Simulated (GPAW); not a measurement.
InPd:

```
In Pd
1.0
     3.27188    0.00000    0.00000
     0.00000    3.27188    0.00000
     0.00000    0.00000    3.27188
In Pd
1 1
Direct
  0.00000 0.00000 0.00000
  0.50000 0.50000 0.50000
```

The cell comes from a database or a generator and needn't be the stable form of this composition.

* Program: GPAW 26.7.0
* Task: relaxation of cell and atoms
* Functional: PBE
* Potentials or basis: GPAW PAW data sets (gpaw-data 1.2.1)
* Cutoff: 600 eV
* Basis: pw
* k mesh: 8 × 8 × 8
* Occupations: fermi-dirac, width 0.05 eV
* Spin: no spin polarisation

At the start: pressure 3.3 GPa; volume 17.51 Å³/atom.

Question: Where does the relaxation end?

Answer: Over 4 steps the energy falls by 4.9 meV/atom and the volume is 17.99 Å³/atom (+2.7 %); space group Pm-3m (No. 221, to 0.05 Å).

The path:
| step | energy change (eV) | largest force (eV/Å) | pressure (GPa) | volume (Å³) |
| --- | --- | --- | --- | --- |
| 1 | 0.0000 | 0.0000 | 3.29 | 35.03 |
| 2 | -0.0035 | 0.0000 | 2.58 | 35.22 |
| 3 | -0.0078 | 0.0000 | 1.37 | 35.56 |
| 4 | -0.0097 | 0.0000 | -0.05 | 35.98 |

Final structure:
```
In Pd
1.0
     3.30142    0.00000    0.00000
     0.00000    3.30142    0.00000
     0.00000    0.00000    3.30142
In Pd
1 1
Direct
  0.00000 0.00000 0.00000
  0.50000 0.50000 0.50000
```

Caveat: later steps reuse the first step's grids.
